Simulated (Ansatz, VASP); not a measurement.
This is a calculation of BN for Ansatz 0.2.0.

input.yaml

```yaml
crystal:
  lattice:
    - [1.2255815191, 0.70758982, 3.3040796871]
    - [-1.2255815191, 0.70758982, 3.3040796871]
    - [0.0, -1.4151796399, 3.3040796871]
  atoms:
    - { symbol: "N", position: [0.6672382, 0.6672382, 0.6672382] }
    - { symbol: B, position: [0.0003288, 0.0003288, 0.0003288] }
hamiltonian:
  xc: pbesol
  pseudopotentials: { kind: paw }
kpoints:
  mp_grid: { grid: [12, 12, 12] }
scf:
  occupations: { method: fermi_dirac, width: 0.05 }
output:
  forces: true
  stress: true
  eigenvalues: true
```

Potentials or basis: Ansatz PAW.

Launch:

```console
$ ansatz run input.yaml --threads 2 --pin off --max-ram 5632MiB --backend cpu --events-out ev --progress --plain --runs-dir out
```

**Question.** Set up the same calculation for VASP 6.6.1. Potentials there: VASP PAW PBE potentials, release 64 (N, B).

**Answer.** As run (the cutoff follows the program's own potentials):

The input INCAR:

```
SYSTEM = BN
PREC = Accurate
ENCUT = 520
EDIFF = 1E-7
ISMEAR = -1
SIGMA = 0.05
LREAL = .False.
LASPH = .True.
NELM = 80
ALGO = Normal
ISIF = 2
LWAVE = .False.
LCHARG = .False.
GGA = PS
NBANDS = 11
```

Contents of KPOINTS:

```
regular mesh
0
Gamma
  12 12 12
  0 0 0
```

The input POSCAR:

```
BN
1.0
    1.2255815191      0.7075898200      3.3040796871
   -1.2255815191      0.7075898200      3.3040796871
    0.0000000000     -1.4151796399      3.3040796871
N B
1 1
Direct
    0.6672382000      0.6672382000      0.6672382000
    0.0003288000      0.0003288000      0.0003288000
```

Potentials or basis: VASP PAW PBE potentials, release 64 (N, B).

Run with:

```console
$ cat potpaw_PBE.64/N/POTCAR potpaw_PBE.64/B/POTCAR > POTCAR
$ mpirun -np 1 vasp_std > vasp.out
```

Both were run:

|  | VASP | Ansatz | Ansatz less VASP |
| --- | --- | --- | --- |
| gap on the k mesh at the Fermi level (eV) | 4.24 | 4.26 | +0.011 |
| least direct gap on the mesh (eV) | 4.79 | 4.79 | +0.007 |
| pressure (GPa) | 17.7 | 17.4 | -0.34 |
| largest component of the traceless stress (GPa) | 16.91 | 16.42 | -0.490 |

The functional is the same, so the differences come from potentials, cutoffs and numerics.

Caveats: the PAW data sets were made with another functional, which shifts forces and pressure a little (VASP); the pressure holds a Pulay correction of +0.6 GPa for the finite cutoff (Ansatz); the PAW data sets come from PBE, with cores solved anew for the run's functional, which leaves a small shift of forces and pressure (Ansatz). A k mesh can miss the band edges.
